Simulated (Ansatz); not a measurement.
# SnTe: the cost of one run

Computed with Ansatz 0.2.0 (DFT PBE, scalar-relativistic, plane waves, PAW, unless a step's input says otherwise).

## 1. The structure to begin with

It takes space group R-3m (No. 166, trigonal). Conventional cell: a = 3.833 Å, b = 3.833 Å, c = 30.715 Å, α = 90.00°, β = 90.00°, γ = 120.00°. Sn (site symmetry 3m) is surrounded by 3 Te at 3.00 Å and 3 Sn at 3.42 Å. Te (site symmetry 3m) is surrounded by 3 Sn at 3.00 Å.

As a file:

```cif
data_structure
_symmetry_space_group_name_H-M 'R-3m:H'
_symmetry_Int_Tables_number 166
_cell_length_a 3.8331
_cell_length_b 3.8331
_cell_length_c 30.7153
_cell_angle_alpha 90.000
_cell_angle_beta 90.000
_cell_angle_gamma 120.000
_cell_volume 390.83
loop_
_atom_site_label
_atom_site_type_symbol
_atom_site_symmetry_multiplicity
_atom_site_Wyckoff_symbol
_atom_site_fract_x
_atom_site_fract_y
_atom_site_fract_z
_atom_site_occupancy
Sn1 Sn 6 c 0.33333 0.66667 0.87587 1
Te1 Te 6 c 0.66667 0.33333 0.72503 1
```

This is candidate A: ZrBr type (R-3m, No. 166).

(A quick probe on a coarse mesh, which set the mesh and smearing, is not shown.)

## 3. A loose first relaxation (candidate A)

Contents of input.yaml:

```yaml
crystal:
  lattice:
    - [1.9165483962, 1.1065197325, 10.2384340377]
    - [-1.9165483962, 1.1065197325, 10.2384340377]
    - [0.0, -2.2130394649, 10.2384340377]
  atoms:
    - { symbol: Sn, position: [0.2092, 0.2092, 0.2092] }
    - { symbol: Sn, position: [0.7908, 0.7908, 0.7908] }
    - { symbol: Te, position: [0.3917, 0.3917, 0.3917] }
    - { symbol: Te, position: [0.6083, 0.6083, 0.6083] }
basis:
  ecutwfc: 420
kpoints:
  mp_grid: { grid: [6, 6, 6] }
hamiltonian:
  xc: pbe
scf:
  occupations: { method: gaussian, width: 0.1 }
  lower_state_search: "off"
output:
  forces: true
  stress: true
  eigenvalues: true
relax:
  adjacent_minimum: "off"
  f_tol: 0.04
  max_steps: 70
  cell: { stress_tol: 0.4 }
```

Command:

```sh
ansatz run input.yaml --threads 1 --pin off --max-ram 2560MiB --backend cpu --events-out ev --progress --plain --runs-dir out
```

What time and memory should one allow on 1 thread of Arm Neoverse V1, shared host?

About 65 s, with a peak of 0.47 GiB.
